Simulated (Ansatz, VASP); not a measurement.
KF: VASP beside Ansatz

INCAR

```
SYSTEM = KF
PREC     = Accurate       ! precision mode
ENCUT    = 520            ! plane-wave cutoff, eV
EDIFF    = 1E-7           ! SCF threshold, eV
ISMEAR   = 0              ! smearing method
SIGMA    = 0.05           ! smearing width, eV
LREAL    = .FALSE.        ! projectors in reciprocal space
LASPH    = .TRUE.         ! aspherical terms in the spheres
NELM     = 80             ! most SCF steps
ALGO     = Normal         ! electronic algorithm
ISIF     = 2              ! what is computed and relaxed
LWAVE    = .FALSE.        ! write WAVECAR
LCHARG   = .FALSE.        ! write CHGCAR
NBANDS   = 15             ! bands
```

The input KPOINTS:

```
Automatic mesh
0
G
  8 8 8
  0 0 0
```

File POSCAR:

```
KF
1.0
    0.0000000000      2.6066625000      2.6735000000
    2.6066625000      0.0000000000      2.6735000000
    2.6066625000      2.6066625000      0.0000000000
K F
1 1
Direct
    0.0000000000      0.0000000000      0.0000000000
    0.5000000000      0.5000000000      0.5000000000
```

Input for Ansatz:

```yaml
crystal:
  lattice:
    - [0.0, 2.6066625, 2.6735]
    - [2.6066625, 0.0, 2.6735]
    - [2.6066625, 2.6066625, 0.0]
  atoms:
    - { symbol: K, position: [0.0, 0.0, 0.0] }
    - { symbol: F, position: [0.5, 0.5, 0.5] }
basis:
  ecutwfc: 420
kpoints:
  mp_grid: { grid: [8, 8, 8] }
hamiltonian:
  xc: lda
scf:
  occupations: { method: gaussian, width: 0.05 }
output:
  forces: true
  stress: true
  eigenvalues: true
```

Change from the starting cell: strain -0.025 along x and y, +0.000 along z, atoms carried along.

Alike in both runs: task single point; functional LDA; k mesh 8 × 8 × 8; occupations gaussian, width 0.05 eV; no spin polarisation.

|  | VASP | Ansatz |
| --- | --- | --- |
| version | VASP 6.6.1 | Ansatz 0.2.0 |
| potentials or method | VASP PAW LDA potentials, release 64 (K_sv, F) | scalar-relativistic, plane waves, PAW |
| plane-wave cutoff (eV) | 520 | 420 |
| valence electrons in the cell | 16 | 16 |

|  | VASP | Ansatz | Ansatz less VASP |
| --- | --- | --- | --- |
| gap on the k mesh at the Fermi level (eV) | 6.02 | 6.04 | +0.019 |
| least direct gap on the mesh (eV) | 6.02 | 6.04 | +0.019 |
| pressure (GPa) | -1.9 | -2.0 | -0.16 |
| largest component of the traceless stress (GPa) | 0.97 | 0.92 | -0.054 |

A k mesh can miss the band edges.
